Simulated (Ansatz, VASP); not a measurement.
## Two plane-wave programs on ZnSe

INCAR

```
PREC     = Accurate       # precision mode
ENCUT    = 520            # plane-wave cutoff, eV
EDIFF    = 1E-8           # SCF threshold, eV
ISMEAR   = -1             # smearing method
SIGMA    = 0.03           # smearing width, eV
LREAL    = F              # projectors in reciprocal space
LASPH    = T              # aspherical terms in the spheres
NELM     = 100            # most SCF steps
ALGO     = Normal         # electronic algorithm
ISIF     = 2              # what is computed and relaxed
LWAVE    = F              # write WAVECAR
LCHARG   = F              # write CHGCAR
GGA      = PE             # functional
LEFG     = T            
NBANDS   = 16             # bands
```

Contents of KPOINTS:

```
regular mesh
0
Gamma
  8 8 8
```

File POSCAR:

```
ZnSe
1.0
    0.0000000000      2.8051738004      2.8051738004
    2.8051738004      0.0000000000      2.8051738004
    2.8051738004      2.8051738004      0.0000000000
Zn Se
1 1
Direct
    0.0000000000      0.0000000000      0.0000000000
    0.7500000000      0.7500000000      0.7500000000
```

Input for Ansatz:

```yaml
crystal:
  lattice:
    - [0.0, 2.8051738004, 2.8051738004]
    - [2.8051738004, 0.0, 2.8051738004]
    - [2.8051738004, 2.8051738004, 0.0]
  atoms:
    - { symbol: Zn, position: [0.0, 0.0, 0.0] }
    - { symbol: Se, position: [0.75, 0.75, 0.75] }
kpoints:
  mp_grid: { grid: [8, 8, 8] }
scf:
  occupations: { method: fermi_dirac, width: 0.03 }
hamiltonian:
  xc: pbe
  pseudopotentials: { kind: paw }
output:
  forces: true
  stress: true
  eigenvalues: true
  efg: { contact_densities: true }
```

Change from the starting cell: volume scaled by 0.97, PAW files.

Alike in both runs: task electric field gradients; functional PBE; k mesh 8 × 8 × 8; occupations fermi-dirac, width 0.03 eV; no spin polarisation.

```csv
,VASP,Ansatz
version,VASP 6.6.1,Ansatz 0.2.0
potentials or method,"VASP PAW PBE potentials, release 64 (Zn, Se)","PAW with Ansatz's default frozen-core files, scalar-relativistic"
plane-wave cutoff (eV),520,420
valence electrons in the cell,18,28
```

|  | VASP | Ansatz | Ansatz less VASP |
| --- | --- | --- | --- |
| gap on the k mesh at the Fermi level (eV) | 1.42 | 1.41 | -0.004 |
| pressure (GPa) | 4.5 | 4.3 | -0.27 |
| Vzz of the field gradient on the site that differs most (V/Å²) | 0.0 | 0.0 | -0.01 |

The two sets of potentials don't hold the same shells in valence.
